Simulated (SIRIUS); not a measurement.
Crystal: MgI2.

```
CELL_PARAMETERS angstrom
4.14000 0.00000 0.00000
-2.07000 3.58535 0.00000
0.00000 0.00000 6.88000
ATOMIC_POSITIONS crystal
I 0.66667 0.33333 0.75000
I 0.33333 0.66667 0.25000
Mg 0.00000 0.00000 0.00000
```

Base run:

- Program: SIRIUS 7.12.0
- Functional: LDA
- Potentials or basis: all-electron FP-LAPW
- Cutoff: 158 eV
- Basis: apw+lo standard
- k mesh: 8 × 8 × 4
- Occupations: fermi-dirac, width 0.05 eV
- Spin: no spin polarisation

Its results: band gap on the k mesh 3.33 eV, indirect (least direct gap 3.37 eV); largest force 0.374 eV/Å.

Task: The run is repeated on the same cell with these changes: functional from LDA to PBEsol. What comes out?

Result: Band gap on the k mesh 3.44 eV, indirect (least direct gap 3.52 eV); largest force 0.291 eV/Å.

Caveats: spin-orbit coupling is left out, which moves the levels of the heavy elements; the cell's inner coordinates are idealised or old, which leaves forces on the atoms.

Not every run made on this cell is shown here.
